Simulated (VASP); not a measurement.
# What goes wrong when the modes of Te2Mo are computed with a bad input, part 2 of 3

Some phonon runs on Te2Mo get a fault in the input on purpose. Which of them show, and how? The starting structure is a measured crystal structure from the Crystallography Open Database.

VASP 6.6.1.

The database entry behind the starting cell has ideal inner coordinates that were not refined, so it need not match the best structure at ambient conditions.

## (2) Reference modes (continued)

Level of this step: LDA; plane waves and PAW (Te, Mo_sv) (VASP).

From OUTCAR (step 2):

```text
ion  position               nearest neighbor table
   1  0.667  0.333  0.381-   6 2.69   6 2.69   6 2.69   3 3.60
   2  0.333  0.667  0.881-   5 2.69   5 2.69   5 2.69   4 3.60
   3  0.667  0.333  0.119-   6 2.69   6 2.69   6 2.69   1 3.60
   4  0.333  0.667  0.619-   5 2.69   5 2.69   5 2.69   2 3.60
   5  0.667  0.333  0.750-   2 2.69   4 2.69   2 2.69   4 2.69   2 2.69   4 2.69
   6  0.333  0.667  0.250-   1 2.69   3 2.69   1 2.69   3 2.69   1 2.69   3 2.69

  LATTYP: Found a hexagonal cell.
 ALAT       =     3.4743468299
 C/A-ratio  =     3.9630045813

 Subroutine GETGRP returns: Found 24 space group operations
 (whereof 12 operations were pure point group operations)

The static configuration has the point symmetry D_3d.
 The point group associated with its full space group is D_6h.

 Found     20 irreducible k-points:

   k-points           NKPTS =     20   k-points in BZ     NKDIM =     20   number of bands    NBANDS=     32

   dimension x,y,z NGX =    24 NGY =   24 NGZ =   96
   dimension x,y,z NGXF=    48 NGYF=   48 NGZF=  192

   ENCUT  =  450.0 eV  33.07 Ry    5.75 a.u.   6.01  6.01 23.82*2*pi/ulx,y,z

   NELECT =      52.0000    total number of electrons

 k-points in reciprocal lattice and weights: Automatic mesh
   0.00000000  0.00000000  0.00000000       0.008
   0.12500000  0.00000000  0.00000000       0.047
   0.25000000  0.00000000  0.00000000       0.047
   0.37500000  0.00000000  0.00000000       0.047
   0.50000000  0.00000000  0.00000000       0.023
   0.12500000  0.12500000  0.00000000       0.047
   0.25000000  0.12500000  0.00000000       0.094
   0.37500000  0.12500000  0.00000000       0.094
   0.25000000  0.25000000  0.00000000       0.047
[...]
0.25000000  0.25000000  0.50000000       0.047
   0.37500000  0.25000000  0.50000000       0.047

 average (electrostatic) potential at core
       1 -86.4591       2 -86.4591       3 -86.4591       4 -86.4591       5 -72.9641
       6 -72.9641

  Total       -0.0032883     -0.0032883     -0.0003861     -0.0000000      0.0000000     -0.0000000
  in kB       -0.0366021     -0.0366021     -0.0042977     -0.0000000      0.0000000     -0.0000000
  external PRESSURE =      -0.0258340 kB  Pullay stress =       0.0000000 kB

  energy-cutoff  :      450.00
  volume of cell :      143.94
      direct lattice vectors                 reciprocal lattice vectors
     3.474346830  0.000000000  0.000000000     0.287823884  0.166175197  0.000000000
    -1.737173415  3.008872616  0.000000000     0.000000000  0.332350394  0.000000000
     0.000000000  0.000000000 13.768852404     0.000000000  0.000000000  0.072627694

 POSITION                                       TOTAL-FORCE (eV/Angst)
 -----------------------------------------------------------------------------------
      1.73717      1.00296      5.24142         0.000000      0.000000      0.001819
     -0.00000      2.00592     12.12585         0.000000     -0.000000      0.001819
      1.73717      1.00296      1.64301         0.000000      0.000000     -0.001819
     -0.00000      2.00592      8.52743         0.000000      0.000000     -0.001819
      1.73717      1.00296     10.32664         0.000000     -0.000000      0.000000
     -0.00000      2.00592      3.44221        -0.000000      0.000000      0.000000
 -----------------------------------------------------------------------------------
    total drift:                                0.000000     -0.000000      0.000000

 MACROSCOPIC STATIC DIELECTRIC TENSOR (including local field effects in DFT)
 ------------------------------------------------------
          20.376652     0.000000    -0.000000
           0.000000    20.376652     0.000000
           0.000000    -0.000000    12.373279
 ------------------------------------------------------

 PIEZOELECTRIC TENSOR (including local field effects)  for field in x, y, z        (C/m^2)
          XX          YY          ZZ          XY          YZ          ZX
  --------------------------------------------------------------------------------
  x     0.00000     0.00000     0.00000     0.00000     0.00000     0.00000
  y     0.00000     0.00000     0.00000     0.00000     0.00000     0.00000
  z     0.00000     0.00000     0.00000     0.00000     0.00000     0.00000

 BORN EFFECTIVE CHARGES (including local field effects) (in |e|, cummulative output)
 ---------------------------------------------------------------------------------
 ion    1
    1     1.64870     0.00000     0.00000
    2     0.00000     1.64870     0.00000
    3    -0.00000     0.00000     0.94471
 ion    2
    1     1.64870     0.00000     0.00000
    2     0.00000     1.64870    -0.00000
    3     0.00000    -0.00000     0.94471
 ion    3
    1     1.64870     0.00000     0.00000
    2     0.00000     1.64870    -0.00000
    3     0.00000    -0.00000     0.94471
 ion    4
    1     1.64870     0.00000     0.00000
    2     0.00000     1.64870     0.00000
    3    -0.00000     0.00000     0.94471
 ion    5
    1    -3.29740    -0.00000     0.00000
    2    -0.00000    -3.29740     0.00000
    3     0.00000    -0.00000    -1.88943
 ion    6
    1    -3.29740    -0.00000     0.00000
    2    -0.00000    -3.29740     0.00000
    3    -0.00000    -0.00000    -1.88943

 Eigenvectors and eigenvalues of the dynamical matrix
 ----------------------------------------------------

   1 f  =    8.888750 THz    55.849661 2PiTHz  296.496772 cm-1    36.760898 meV
             X         Y         Z           dx          dy          dz
      1.737173  1.002958  5.241420    -0.000000   -0.000000   -0.262155
     -0.000000  2.005915 12.125846    -0.000000   -0.000000    0.262155
      1.737173  1.002958  1.643007    -0.000000   -0.000000   -0.262155
     -0.000000  2.005915  8.527433    -0.000000   -0.000000    0.262155
      1.737173  1.002958 10.326639    -0.000000   -0.000000   -0.602121
     -0.000000  2.005915  3.442213     0.000000    0.000000    0.602121

   2 f  =    8.688188 THz    54.589496 2PiTHz  289.806759 cm-1    35.931443 meV
             X         Y         Z           dx          dy          dz
      1.737173  1.002958  5.241420    -0.000000    0.000000    0.261408
     -0.000000  2.005915 12.125846    -0.000000    0.000000    0.261408
      1.737173  1.002958  1.643007    -0.000000    0.000000    0.261408
     -0.000000  2.005915  8.527433    -0.000000    0.000000    0.261408
      1.737173  1.002958 10.326639    -0.000000    0.000000   -0.602770
     -0.000000  2.005915  3.442213     0.000000   -0.000000   -0.602770

   3 f  =    7.160393 THz    44.990075 2PiTHz  238.844997 cm-1    29.612992 meV
             X         Y         Z           dx          dy          dz
      1.737173  1.002958  5.241420     0.240140    0.097625   -0.000000
     -0.000000  2.005915 12.125846    -0.240140   -0.097625    0.000000
      1.737173  1.002958  1.643007     0.240140    0.097625    0.000000
     -0.000000  2.005915  8.527433    -0.240140   -0.097625    0.000000
      1.737173  1.002958 10.326639     0.560134    0.227714   -0.000000
     -0.000000  2.005915  3.442213    -0.560134   -0.227714    0.000000

   4 f  =    7.160393 THz    44.990075 2PiTHz  238.844997 cm-1    29.612992 meV
             X         Y         Z           dx          dy          dz
      1.737173  1.002958  5.241420    -0.097625    0.240140   -0.000000
     -0.000000  2.005915 12.125846     0.097625   -0.240140   -0.000000
      1.737173  1.002958  1.643007    -0.097625    0.240140    0.000000
     -0.000000  2.005915  8.527433     0.097625   -0.240140    0.000000
      1.737173  1.002958 10.326639    -0.227714    0.560134    0.000000
     -0.000000  2.005915  3.442213     0.227714   -0.560134    0.000000

   5 f  =    7.157395 THz    44.971239 2PiTHz  238.744996 cm-1    29.600594 meV
             X         Y         Z           dx          dy          dz
      1.737173  1.002958  5.241420    -0.242092   -0.098418   -0.000000
     -0.000000  2.005915 12.125846    -0.242092   -0.098418   -0.000000
      1.737173  1.002958  1.643007    -0.242092   -0.098418    0.000000
     -0.000000  2.005915  8.527433    -0.242092   -0.098418    0.000000
      1.737173  1.002958 10.326639     0.558452    0.227029    0.000000
     -0.000000  2.005915  3.442213     0.558452    0.227029    0.000000

   6 f  =    7.157395 THz    44.971239 2PiTHz  238.744996 cm-1    29.600594 meV
             X         Y         Z           dx          dy          dz
      1.737173  1.002958  5.241420    -0.098418    0.242092   -0.000000
     -0.000000  2.005915 12.125846    -0.098418    0.242092    0.000000
      1.737173  1.002958  1.643007    -0.098418    0.242092    0.000000
     -0.000000  2.005915  8.527433    -0.098418    0.242092   -0.000000
      1.737173  1.002958 10.326639     0.227029   -0.558452    0.000000
     -0.000000  2.005915  3.442213     0.227029   -0.558452    0.000000

   7 f  =    5.337322 THz    33.535381 2PiTHz  178.033888 cm-1    22.073379 meV
             X         Y         Z           dx          dy          dz
      1.737173  1.002958  5.241420    -0.000000    0.000000   -0.500000
     -0.000000  2.005915 12.125846     0.000000    0.000000   -0.500000
      1.737173  1.002958  1.643007     0.000000    0.000000    0.500000
     -0.000000  2.005915  8.527433     0.000000    0.000000    0.500000
      1.737173  1.002958 10.326639    -0.000000   -0.000000    0.000000
     -0.000000  2.005915  3.442213    -0.000000    0.000000   -0.000000

   8 f  =    5.231001 THz    32.867350 2PiTHz  174.487417 cm-1    21.633673 meV
             X         Y         Z           dx          dy          dz
      1.737173  1.002958  5.241420     0.000000   -0.000000   -0.500000
     -0.000000  2.005915 12.125846     0.000000   -0.000000    0.500000
      1.737173  1.002958  1.643007    -0.000000    0.000000    0.500000
     -0.000000  2.005915  8.527433     0.000000    0.000000   -0.500000
      1.737173  1.002958 10.326639    -0.000000    0.000000   -0.000000
     -0.000000  2.005915  3.442213     0.000000    0.000000   -0.000000

   9 f  =    3.634334 THz    22.835195 2PiTHz  121.228337 cm-1    15.030391 meV
             X         Y         Z           dx          dy          dz
      1.737173  1.002958  5.241420     0.463187    0.188303    0.000000
     -0.000000  2.005915 12.125846     0.463187    0.188303   -0.000000
      1.737173  1.002958  1.643007    -0.463187   -0.188303   -0.000000
     -0.000000  2.005915  8.527433    -0.463187   -0.188303    0.000000
      1.737173  1.002958 10.326639    -0.000000    0.000000    0.000000
     -0.000000  2.005915  3.442213     0.000000    0.000000    0.000000

  10 f  =    3.634334 THz    22.835195 2PiTHz  121.228337 cm-1    15.030391 meV
             X         Y         Z           dx          dy          dz
      1.737173  1.002958  5.241420    -0.188303    0.463187   -0.000000
     -0.000000  2.005915 12.125846    -0.188303    0.463187    0.000000
      1.737173  1.002958  1.643007     0.188303   -0.463187    0.000000
     -0.000000  2.005915  8.527433     0.188303   -0.463187   -0.000000
      1.737173  1.002958 10.326639    -0.000000   -0.000000   -0.000000
     -0.000000  2.005915  3.442213    -0.000000    0.000000   -0.000000

  11 f  =    3.559301 THz    22.363751 2PiTHz  118.725517 cm-1    14.720081 meV
             X         Y         Z           dx          dy          dz
      1.737173  1.002958  5.241420    -0.463186   -0.188304   -0.000000
     -0.000000  2.005915 12.125846     0.463186    0.188304    0.000000
      1.737173  1.002958  1.643007     0.463186    0.188304    0.000000
     -0.000000  2.005915  8.527433    -0.463186   -0.188304   -0.000000
      1.737173  1.002958 10.326639    -0.000000   -0.000000   -0.000000
     -0.000000  2.005915  3.442213    -0.000000   -0.000000   -0.000000

  12 f  =    3.559301 THz    22.363751 2PiTHz  118.725517 cm-1    14.720081 meV
             X         Y         Z           dx          dy          dz
      1.737173  1.002958  5.241420    -0.188304    0.463186   -0.000000
     -0.000000  2.005915 12.125846     0.188304   -0.463186    0.000000
      1.737173  1.002958  1.643007     0.188304   -0.463186    0.000000
     -0.000000  2.005915  8.527433    -0.188304    0.463186   -0.000000
      1.737173  1.002958 10.326639    -0.000000   -0.000000    0.000000
     -0.000000  2.005915  3.442213    -0.000000    0.000000   -0.000000

  13 f  =    1.152676 THz     7.242475 2PiTHz   38.449122 cm-1     4.767081 meV
             X         Y         Z           dx          dy          dz
      1.737173  1.002958  5.241420    -0.000000   -0.000000    0.425764
     -0.000000  2.005915 12.125846     0.000000    0.000000   -0.425764
      1.737173  1.002958  1.643007    -0.000000   -0.000000    0.425764
     -0.000000  2.005915  8.527433     0.000000    0.000000   -0.425764
      1.737173  1.002958 10.326639     0.000000    0.000000   -0.370743
     -0.000000  2.005915  3.442213    -0.000000   -0.000000    0.370743
    [... 43 further lines ...]
      1.737173  1.002958 10.326639    -0.000000    0.000000    0.369687
     -0.000000  2.005915  3.442213    -0.000000    0.000000    0.369687

 MACROSCOPIC STATIC DIELECTRIC TENSOR IONIC CONTRIBUTION
 ------------------------------------------------------
           1.870521     0.000000     0.000000
           0.000000     1.870521    -0.000000
           0.000000    -0.000000     0.416783
 ------------------------------------------------------

 ELASTIC MODULI CONTR FROM IONIC RELAXATION (kBar)
 Direction    XX          YY          ZZ          XY          YZ          ZX
 --------------------------------------------------------------------------------
 XX        -332.3931   -184.4599   -669.8634     -0.0000      0.0000     -0.0000
 YY        -184.4599   -332.3931   -669.8634     -0.0000     -0.0000      0.0000
 ZZ        -669.8634   -669.8634  -1736.3425     -0.0000      0.0000     -0.0000
 XY          -0.0000     -0.0000     -0.0000    -73.9666     -0.0000      0.0000
 YZ          -0.0000      0.0000      0.0000     -0.0000   -866.9242     -0.0000
 ZX          -0.0000      0.0000     -0.0000     -0.0000     -0.0000   -612.0733
 --------------------------------------------------------------------------------

 PIEZOELECTRIC TENSOR IONIC CONTR  for field in x, y, z        (C/m^2)
          XX          YY          ZZ          XY          YZ          ZX
  --------------------------------------------------------------------------------
  x     0.00000     0.00000     0.00000    -0.00000    -0.00000     0.00000
  y     0.00000    -0.00000    -0.00000    -0.00000     0.00000    -0.00000
  z     0.00000    -0.00000    -0.00000    -0.00000     0.00000    -0.00000
```

Energies printed during the response cycles are not total energies of the cell.

Reference: the zone-centre modes are B1g (2) 296.5, A2u 289.8, A1g 178.0, B2u 174.5, E1g 121.2, E2u 118.7, B1g (1) 38.4, E2g 29.0 cm⁻¹ (levels within 1 cm⁻¹ of another are left out).

## (3) Modes with finite displacements, else as the reference

Against step 2 the input has IBRION = 6, NFREE = 2, POTIM = 0.015 and no LEPSILON (also changed: NSW).

INCAR reads:

```
SYSTEM = Te2Mo
PREC = Accurate
ENCUT = 450
EDIFF = 1E-08
NELM = 100
ISMEAR = 0
SIGMA = 0.03
LREAL = .FALSE.
ALGO = Normal
GGA = CA
NBANDS = 32
LORBIT = 11
LWAVE = .FALSE.
LCHARG = .FALSE.
KPAR = 4
IBRION = 6
NFREE = 2
POTIM = 0.015
NSW = 1
ISIF = 2
```

POSCAR reads:

```
Te2Mo
1.0
    3.4743468299      0.0000000000      0.0000000000
   -1.7371734149      3.0088726162      0.0000000000
    0.0000000000      0.0000000000     13.7688524040
Te Mo
4 2
Direct
    0.6666666667      0.3333333333      0.3806722167
    0.3333333333      0.6666666667      0.8806722167
    0.6666666667      0.3333333333      0.1193277833
    0.3333333333      0.6666666667      0.6193277833
    0.6666666667      0.3333333333      0.7500000000
    0.3333333333      0.6666666667      0.2500000000
```

KPOINTS reads:

```
Automatic mesh
0
Gamma
8 8 2
0 0 0
```

PAW data sets: Te and Mo_sv (LDA family, release 64).

Run with:

```
$ mpirun -np 4 vasp_std
```

The program printed:

```text
[... set-up lines as in an earlier step ...]
 entering main loop
       N       E                     dE             d eps       ncg     rms          rms(c)
[... 19 cycles as in an earlier step ...]
   1 F= -.41262049E+02 E0= -.41262049E+02  d E =-.253821E-51
[... from here on, the cycles between the ionic steps are left out ...]
   2 F= -.41261254E+02 E0= -.41261254E+02  d E =-.572839E-52
   3 F= -.41261254E+02 E0= -.41261254E+02  d E =-.408449E-52
   4 F= -.41260634E+02 E0= -.41260634E+02  d E =-.495921E-51
   5 F= -.41260564E+02 E0= -.41260564E+02  d E =-.199431E-50
   6 F= -.41260394E+02 E0= -.41260394E+02  d E =-.420799E-50
   7 F= -.41260394E+02 E0= -.41260394E+02  d E =-.150540E-11
   8 F= -.41259562E+02 E0= -.41259562E+02  d E =-.161443E-47
   9 F= -.41259562E+02 E0= -.41259562E+02  d E =-.638693E-51
 Finite differences progress:
  Degree of freedom:   4/  4
  Displacement:        2/  2
  Total:               8/  8
```

It took 2.3 min on 4 MPI ranks of AMD EPYC 9R45, shared host; peak memory 1.7 GiB; 9.1 min of CPU time.

OUTCAR, selected parts (step 3):

```text
  Total        0.0031913      0.0031913      0.0083335      0.0000000      0.0000000     -0.0000000
  in kB        0.0355229      0.0355229      0.0927610      0.0000000      0.0000000     -0.0000000
  external PRESSURE =       0.0546023 kB  Pullay stress =       0.0000000 kB

 POSITION                                       TOTAL-FORCE (eV/Angst)
 -----------------------------------------------------------------------------------
      1.73717      1.00296      5.24142        -0.000000     -0.000000      0.003864
     -0.00000      2.00592     12.12585        -0.000000     -0.000000     -0.158348
      1.73717      1.00296      1.64301         0.000000      0.000000      0.000166
     -0.00000      2.00592      8.52743         0.000000      0.000000     -0.168770
      1.73717      1.00296     10.31164        -0.000000      0.000000      0.331675
     -0.00000      2.00592      3.44221         0.000000     -0.000000     -0.008586
 -----------------------------------------------------------------------------------
    total drift:                                0.000000     -0.000000     -0.000073

  FREE ENERGIE OF THE ION-ELECTRON SYSTEM (eV)
  ---------------------------------------------------
  free  energy   TOTEN  =       -41.2595620347 eV

  energy  without entropy=      -41.2595620347  energy(sigma->0) =      -41.25956203

[... 2 parts as in an earlier step ...]

[... 1 further part left out ...]
[key lines of the parts left out:]
E-fermi :   8.8809
```

The last energy, forces and stress in OUTCAR belong to the last displaced cell, not to that of POSCAR.

With finite displacements, else as the reference the compared modes are at the top B1g (2) 296.2, A2u 289.8 cm⁻¹, at the bottom B1g (1) 39.0, E2g 29.0 cm⁻¹, with 4 more of the listed ones between; the largest shift among the levels compared is +0.6 cm⁻¹, in B1g (1), from the reference.

(Part 2 of 3 ends here.)

[Lines on the potential files, build, host, timing and source positions are cut from VASP's logs without a mark.]

[Logs are printed without paths, hosts, clocks, repeated set-up lines and the standing remarks that a program may print on its own settings, such as how far it seeks lower states.]

[Hosts, paths, dates, database ids (printed as entryN), source tags and the programs' standing remarks are cut or masked in the printed files.]
